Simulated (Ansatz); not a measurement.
All numbers below come from Ansatz, DFT PBE, scalar-relativistic, plane waves, PAW. Settings: cutoff 420 eV, Γ-centred meshes spaced at most about 0.3 Å⁻¹, and about 0.25 Å⁻¹ or finer for metals (2π included), Gaussian smearing. No spin polarisation.

Temperature and zero-point effects are left out.

Two relaxed structures of In3Sb2As:

A.

```
CELL_PARAMETERS angstrom
3.21917 -3.22165 0.00000
3.21917 3.22165 0.00000
0.00000 0.00000 8.30218
ATOMIC_POSITIONS crystal
In 0.77734 0.22265 0.50292
In 0.22265 0.77734 0.50292
In 0.00000 0.00000 0.14433
Sb 0.50000 0.00000 0.82176
Sb 0.00000 0.50000 0.82176
As 0.50000 0.50000 0.26357
```

B.

```
CELL_PARAMETERS angstrom
5.51173 0.00000 0.00000
-2.75587 4.77330 0.00000
0.00000 0.00000 6.10702
ATOMIC_POSITIONS crystal
In 0.33333 0.66667 0.50000
In 0.66667 0.33333 0.50000
In 0.00000 0.00000 0.00000
Sb 0.33333 0.66667 0.00000
Sb 0.66667 0.33333 0.00000
As 0.00000 0.00000 0.50000
```

Task: Which form is favoured at zero pressure, and by what margin per atom?

Result: B is lower, by 53 meV/atom. A has space group Cmm2 (No. 35), 28.7 Å³/atom and no gap on its mesh; B has space group P6/mmm (No. 191), 26.8 Å³/atom and no gap. Counting In or Sb atoms around As (for each partner element, those within 1.25 times its shortest distance or 1.15 times the sum of covalent radii, where it is the nearest in units of that sum or under 1.3), A has As 2 and B has As 8. The denser one is the lower, and pressure would at first widen the difference. Even the lower one lies +0.04 eV/atom against the reference forms of the elements (uncorrected), so neither is stable at this level. In A, In on a site of symmetry m is surrounded by 1 As at 2.67 Å, 1 In at 2.87 Å, 2 Sb at 3.10 Å and 3 In at 3.24–3.30 Å; around Sb lie 2 In at 3.10 Å, 4 Sb at 3.22 Å and 2 In at 3.52 Å; As has 2 In at 2.67 Å and 4 In at 3.37 Å; 1 more site not described. In B, In on a site of symmetry -6m2 is surrounded by 2 Sb at 3.05 Å, 3 In at 3.18 Å and 3 As at 3.18 Å; Sb has 5 In at 3.05–3.18 Å and 3 Sb at 3.18 Å; around As lie 8 In at 3.05–3.18 Å; 1 more site not described. Both come from invented guesses. The lowest form computed isn't among them: it has space group P1 (No. 1), 34.8 Å³/atom and lies 65 meV/atom below the best shown.

Spin–orbit coupling, which can matter for Sb, is left out. Cells relaxed within their symmetry can be saddle points. Some structure types and database cells were kept out of the candidates from the start, so a known form may be missing.

B wins over A without the short In–As bonds that A keeps at 2.67 Å. Its eightfold In environment around As consists of stretched contacts, as do its In–Sb and Sb–Sb links, so the bonding is probably delocalised and multicentre rather than built from electron-pair bonds. Denser packing with many such contacts apparently outweighs A's few strong ones, though the energies alone don't separate these contributions.

The preference holds only between these two dense metallic arrangements. InAs and InSb are tetrahedral semiconductors at ambient pressure, in which In donates to and shares electrons with the pnictogen to fill the bonding sp³ states. The much larger volume of the lowest form computed suggests a return to such an open network, and its energy falls below that of the elements. Compression should therefore at first narrow B's disadvantage against it, in line with the collapse of III–V compounds into dense metallic phases. Whether any ordered In3Sb2As withstands separation into InAs and InSb remains open.
